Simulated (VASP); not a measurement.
# Ta (Im-3m) in VASP: band structure with PBEsol

Aim: the band structure of Ta with PBEsol.

Program: VASP 6.6.1. These are calculated values, not measurements. Logs are shortened: lines on timing, memory, paths and dates and some standing lists are left out, and cuts for length are marked.

## (1) The structure

It takes space group Im-3m (No. 229, cubic). Conventional cell: a = 3.283 Å, b = 3.283 Å, c = 3.283 Å, α = 90.00°, β = 90.00°, γ = 90.00°. Ta (site symmetry m-3m) is surrounded by 8 Ta at 2.84 Å.

## (2) Band structure, PBEsol

The input, INCAR:

```
PREC = Accurate
ENCUT = 520
EDIFF = 1E-6
ISMEAR = 1
SIGMA = 0.1
LREAL = F
LASPH = T
NELM = 80
ALGO = Fast
ISIF = 2
LWAVE = F
LCHARG = F
LMAXMIX = 4
GGA = PS
NBANDS = 12
ICORELEVEL = 1
```

The input, KPOINTS:

```
Automatic mesh
0
Gamma
  16 16 16
```

The input, POSCAR:

```
Ta                                      
1.0
   -1.6416853682      1.6416853682      1.6416853682
    1.6416853682     -1.6416853682      1.6416853682
    1.6416853682      1.6416853682     -1.6416853682
  Ta            
     1
Direct
     0.0000000000000000    0.0000000000000000    0.0000000000000000
```

The input, KPOINTS_OPT:

```
explicit points
94
Reciprocal
 0.0000000000  0.0000000000  0.0000000000 1
 0.0357142857 -0.0357142857  0.0357142857 1
 0.0714285714 -0.0714285714  0.0714285714 1
 0.1071428571 -0.1071428571  0.1071428571 1
 0.1428571429 -0.1428571429  0.1428571429 1
 0.1785714286 -0.1785714286  0.1785714286 1
 0.2142857143 -0.2142857143  0.2142857143 1
 0.2500000000 -0.2500000000  0.2500000000 1
 0.2857142857 -0.2857142857  0.2857142857 1
 0.3214285714 -0.3214285714  0.3214285714 1
 0.3571428571 -0.3571428571  0.3571428571 1
 0.3928571429 -0.3928571429  0.3928571429 1
 0.4285714286 -0.4285714286  0.4285714286 1
 0.4642857143 -0.4642857143  0.4642857143 1
 0.5000000000 -0.5000000000  0.5000000000 1
 0.5000000000 -0.5000000000  0.5000000000 1
 0.4642857143 -0.4642857143  0.5000000000 1
 0.4285714286 -0.4285714286  0.5000000000 1
 0.3928571429 -0.3928571429  0.5000000000 1
 0.3571428571 -0.3571428571  0.5000000000 1
 0.3214285714 -0.3214285714  0.5000000000 1
 0.2857142857 -0.2857142857  0.5000000000 1
 0.2500000000 -0.2500000000  0.5000000000 1
 0.2142857143 -0.2142857143  0.5000000000 1
 0.1785714286 -0.1785714286  0.5000000000 1
 0.1428571429 -0.1428571429  0.5000000000 1
 0.1071428571 -0.1071428571  0.5000000000 1
 0.0714285714 -0.0714285714  0.5000000000 1
 0.0357142857 -0.0357142857  0.5000000000 1
 0.0000000000  0.0000000000  0.5000000000 1
 0.0000000000  0.0000000000  0.5000000000 1
 0.0000000000  0.0000000000  0.4642857143 1
 0.0000000000  0.0000000000  0.4285714286 1
 0.0000000000  0.0000000000  0.3928571429 1
 0.0000000000  0.0000000000  0.3571428571 1
 0.0000000000  0.0000000000  0.3214285714 1
 0.0000000000  0.0000000000  0.2857142857 1
 0.0000000000  0.0000000000  0.2500000000 1
 0.0000000000  0.0000000000  0.2142857143 1
 0.0000000000  0.0000000000  0.1785714286 1
 0.0000000000  0.0000000000  0.1428571429 1
 0.0000000000  0.0000000000  0.1071428571 1
 0.0000000000  0.0000000000  0.0714285714 1
 0.0000000000  0.0000000000  0.0357142857 1
 0.0000000000  0.0000000000  0.0000000000 1
 0.0000000000  0.0000000000  0.0000000000 1
 0.0178571429  0.0178571429  0.0178571429 1
 0.0357142857  0.0357142857  0.0357142857 1
 0.0535714286  0.0535714286  0.0535714286 1
 0.0714285714  0.0714285714  0.0714285714 1
 0.0892857143  0.0892857143  0.0892857143 1
 0.1071428571  0.1071428571  0.1071428571 1
 0.1250000000  0.1250000000  0.1250000000 1
 0.1428571429  0.1428571429  0.1428571429 1
 0.1607142857  0.1607142857  0.1607142857 1
 0.1785714286  0.1785714286  0.1785714286 1
 0.1964285714  0.1964285714  0.1964285714 1
 0.2142857143  0.2142857143  0.2142857143 1
 0.2321428571  0.2321428571  0.2321428571 1
 0.2500000000  0.2500000000  0.2500000000 1
 0.2500000000  0.2500000000  0.2500000000 1
 0.2678571429  0.1964285714  0.2678571429 1
 0.2857142857  0.1428571429  0.2857142857 1
 0.3035714286  0.0892857143  0.3035714286 1
 0.3214285714  0.0357142857  0.3214285714 1
 0.3392857143 -0.0178571429  0.3392857143 1
 0.3571428571 -0.0714285714  0.3571428571 1
 0.3750000000 -0.1250000000  0.3750000000 1
 0.3928571429 -0.1785714286  0.3928571429 1
 0.4107142857 -0.2321428571  0.4107142857 1
 0.4285714286 -0.2857142857  0.4285714286 1
 0.4464285714 -0.3392857143  0.4464285714 1
 0.4642857143 -0.3928571429  0.4642857143 1
 0.4821428571 -0.4464285714  0.4821428571 1
 0.5000000000 -0.5000000000  0.5000000000 1
 0.2500000000  0.2500000000  0.2500000000 1
 0.2321428571  0.2321428571  0.2678571429 1
 0.2142857143  0.2142857143  0.2857142857 1
 0.1964285714  0.1964285714  0.3035714286 1
 0.1785714286  0.1785714286  0.3214285714 1
 0.1607142857  0.1607142857  0.3392857143 1
 0.1428571429  0.1428571429  0.3571428571 1
 0.1250000000  0.1250000000  0.3750000000 1
 0.1071428571  0.1071428571  0.3928571429 1
 0.0892857143  0.0892857143  0.4107142857 1
 0.0714285714  0.0714285714  0.4285714286 1
 0.0535714286  0.0535714286  0.4464285714 1
 0.0357142857  0.0357142857  0.4642857143 1
 0.0178571429  0.0178571429  0.4821428571 1
 0.0000000000  0.0000000000  0.5000000000 1
 0.0000000000  0.0000000000  0.0000000000 1
 0.5000000000 -0.5000000000  0.5000000000 1
 0.2500000000  0.2500000000  0.2500000000 1
 0.0000000000  0.0000000000  0.5000000000 1
```

Potentials or basis: VASP PAW PBE potentials, release 64 (Ta_pv).

Launch:

```bash
> cat potpaw_PBE.64/Ta_pv/POTCAR > POTCAR
> mpirun -np 1 vasp_std > vasp.out
```

OUTCAR:

```text
PREC = Accurate
   ENCUT = 520
   EDIFF = 1E-6
   ISMEAR = 1
   LREAL = F
   LASPH = T
   NELM = 80
   ISIF = 2
   GGA = PS

 ion  position               nearest neighbor table
   1  0.000  0.000  0.000-

  LATTYP: Found a body centered cubic cell.
 ALAT       =     3.2833707364

  Lattice vectors:

 A1 = (  -1.6416853682,   1.6416853682,   1.6416853682)
 A2 = (   1.6416853682,  -1.6416853682,   1.6416853682)
 A3 = (   1.6416853682,   1.6416853682,  -1.6416853682)

Analysis of symmetry for initial positions (statically):
=====================================================================
 Subroutine PRICEL returns:
 Original cell was already a primitive cell.

 Routine SETGRP: Setting up the symmetry group for a
 body centered cubic supercell.

 Subroutine GETGRP returns: Found 48 space group operations
 (whereof 48 operations were pure point group operations)
 out of a pool of 48 trial point group operations.

The static configuration has the point symmetry O_h .

Analysis of symmetry for dynamics (positions and initial velocities):
=====================================================================
 Subroutine PRICEL returns:
 Original cell was already a primitive cell.

 Routine SETGRP: Setting up the symmetry group for a
 body centered cubic supercell.

 Subroutine GETGRP returns: Found 48 space group operations
 (whereof 48 operations were pure point group operations)
 out of a pool of 48 trial point group operations.

The dynamic configuration has the point symmetry O_h .

 Subroutine INISYM returns: Found 48 space group operations
 (whereof 48 operations are pure point group operations),
 and found     1 'primitive' translations

----------------------------------------------------------------------------------------

                                     Primitive cell

  volume of cell :      17.6982

  direct lattice vectors                    reciprocal lattice vectors
    -1.641685368  1.641685368  1.641685368     0.000000000  0.304565058  0.304565058
     1.641685368 -1.641685368  1.641685368     0.304565058  0.000000000  0.304565058
     1.641685368  1.641685368 -1.641685368     0.304565058  0.304565058  0.000000000

  length of vectors
     2.843482468  2.843482468  2.843482468     0.430720036  0.430720036  0.430720036

  position of ions in fractional coordinates (direct lattice)
     0.000000000  0.000000000  0.000000000

  ion indices of the primitive-cell ions
   primitive index   ion index
                 1           1

[... 85 lines left out ...]
   EFERMI =   0.00;   METHOD = LEGACY
   ISMEAR =     1;   SIGMA  =   0.10  broadening in eV -4-tet -1-fermi 0-gaus
   EFERMI_NEDOS =   21; number of points for ismear=-14 and -15
   IALGO  =     68    algorithm
   IMIX   =      4    mixing-type and parameters
     AMIX     =   0.40;   BMIX     =  1.00
     AMIX_MAG =   1.60;   BMIX_MAG =  1.00
  volume/ion in A,a.u.               =      17.70       119.43
  Fermi-wavevector in a.u.,A,eV,Ry     =   1.397105  2.640146 26.557255  1.951903
  Thomas-Fermi vector in A             =   2.520394
   LORBIT       =      0    0 simple, 1 ext, 2 COOP (PROOUT), +10 PAW based schemes
   GGA     = PS    functional components
   LHFCALC =     F    Hartree Fock is set to
   AEXX    =    0.0000 exact exchange contribution
   IVDW    =     0    specifies the selected vdW correction
   LEPSILON=     F    determine dielectric tensor
   LRPA    =     F    only Hartree local field effects (RPA)
 non-spin polarized calculation
 RMM-DIIS sequential band-by-band and
 Methfessel and Paxton  Order N= 1 SIGMA  =   0.10
  energy-cutoff  :      520.00
  volume of cell :       17.70
 maximum number of plane-waves:       490
 NGX is ok and might be reduce to    24
   NGX = 11   NGY = 11   NGZ = 11

 number of electron      11.0000002 magnetization

 Free energy of the ion-electron system (eV)
  ---------------------------------------------------
  ext. energy  EPLUGINS =         0.00000000
  ---------------------------------------------------
  free energy    TOTEN  =       -12.54661308 eV

  energy without entropy =      -12.54583198  energy(sigma->0) =      -12.54635271

 the core state eigenenergies are
   1-  1s -67331.4668  2s -11557.2078  2p -10124.3858  3s  -2638.7467  3p  -2212.7891
       3d  -1716.5206  4s   -528.8210  4p   -389.1397  4d   -210.5315  4f    -13.1754
       5s    -61.4055

 E-fermi :   5.4355     XC(G=0): -12.8192

 val. band max:        5.4301701912   @ k =   0.3125   0.1250   0.0625
 cond. band min:       5.4431295742   @ k =  -0.3125   0.4375   0.1250
 fundamental gap:      0.0129593830
 Fermi energy:         5.4354645098

 k-point     1 :       0.0000    0.0000    0.0000
  band No.  band energies     occupation
      1     -27.4981      2.00000
      2     -27.4981      2.00000
      3     -27.4981      2.00000
      4      -2.5332      2.00000
      5       6.1795     -0.00000
      6       6.1795     -0.00000
      7       6.1795     -0.00000
      8       9.5134      0.00000
      9       9.5134      0.00000
     10      20.5877      0.00000
     11      20.5877      0.00000
     12      20.5877      0.00000
[... 331 lines left out ...]
 k-point    24 :       0.2500    0.1875   -0.0000
  band No.  band energies     occupation
      1     -28.4829      2.00000
      2     -27.9058      2.00000
      3     -27.6065      2.00000
      4       1.7300      2.00000
      5       4.1622      2.00000
      6       4.8484      2.00000
      7       8.8511      0.00000
      8      10.3918      0.00000
      9      12.3509      0.00000
     10      18.4864      0.00000
     11      20.1918      0.00000
     12      21.2885      0.00000

 [... further k-points ...]

------------------------ aborting loop because EDIFF is reached ----------------------------------------

  FORCE on cell =-STRESS in cart. coord.  units (eV):
  Direction    XX          YY          ZZ          XY          YZ          ZX
  --------------------------------------------------------------------------------------
  -------------------------------------------------------------------------------------
  Total       -0.0024030     -0.0024030     -0.0024030     -0.0000000     -0.0000000      0.0000000
  in kB       -0.2175348     -0.2175348     -0.2175348     -0.0000000     -0.0000000      0.0000000
  external PRESSURE =      -0.2175348 kB  Pullay stress =       0.0000000 kB

 VOLUME and BASIS-vectors are now :
 -----------------------------------------------------------------------------
  energy-cutoff  :      520.00
  volume of cell :       17.70
      direct lattice vectors                 reciprocal lattice vectors
    -1.641685368  1.641685368  1.641685368     0.000000000  0.304565058  0.304565058
     1.641685368 -1.641685368  1.641685368     0.304565058  0.000000000  0.304565058
     1.641685368  1.641685368 -1.641685368     0.304565058  0.304565058  0.000000000

 POSITION                                       TOTAL-FORCE (eV/Angst)
 -----------------------------------------------------------------------------------
      0.00000      0.00000      0.00000        -0.000000      0.000000      0.000000
 -----------------------------------------------------------------------------------
    total drift:                                0.000000      0.000000     -0.000000

  FREE ENERGIE OF THE ION-ELECTRON SYSTEM (eV)
  ---------------------------------------------------
  free  energy   TOTEN  =       -12.5466130833 eV

  energy  without entropy=      -12.5458319772  energy(sigma->0) =      -12.54635271
```

Wall time 12 s (1 thread of Intel Xeon 6975P-C (Granite Rapids), shared host); peak memory 0.17 GiB.

What came out:

```
Free energy             : -12.5466 eV
Pressure                : 0.0 GPa
Band gap along the path : none (metal or under the smearing width)
```

Levels at the corners of the path, in eV from the Fermi level:
```csv
point,band 1,band 2,band 3,band 4,band 5,band 6,band 7,band 8,band 9,band 10
Γ,-32.93,-32.93,-32.93,-7.97,0.74,0.74,0.74,4.08,4.08,14.74
H,-33.80,-33.80,-33.80,-3.89,-3.89,7.01,7.01,7.01,8.85,8.85
H,-33.80,-33.80,-33.80,-3.89,-3.89,7.01,7.01,7.01,8.85,8.85
N,-34.18,-33.34,-32.94,-4.44,-1.58,1.72,3.97,5.02,8.00,12.02
N,-34.18,-33.34,-32.94,-4.44,-1.58,1.72,3.97,5.02,8.00,12.02
Γ,-32.93,-32.93,-32.93,-7.97,0.74,0.74,0.74,4.08,4.08,14.74
Γ,-32.93,-32.93,-32.93,-7.97,0.74,0.74,0.74,4.08,4.08,14.74
P,-33.57,-33.57,-33.57,-1.21,-1.21,-1.21,5.20,5.20,7.27,13.13
P,-33.57,-33.57,-33.57,-1.21,-1.21,-1.21,5.20,5.20,7.27,13.13
H,-33.80,-33.80,-33.80,-3.89,-3.89,7.01,7.01,7.01,8.85,8.85
P,-33.57,-33.57,-33.57,-1.21,-1.21,-1.21,5.20,5.20,7.27,13.13
N,-34.18,-33.34,-32.94,-4.44,-1.58,1.72,3.97,5.02,8.00,12.02
```

Core levels (eV, on the scale of the bands):
| atom | levels |
| --- | --- |
| 1 Ta | 1s -67331.5, 2s -11557.2, 2p -10124.4, 3s -2638.7, 3p -2212.8, 3d -1716.5, 4s -528.8, 4p -389.1, 4d -210.5, 4f -13.2, 5s -61.4 |

Caveat: the PAW data sets were made with another functional, which shifts forces and pressure a little; spin-orbit coupling is left out, which moves the levels of the heavy elements.
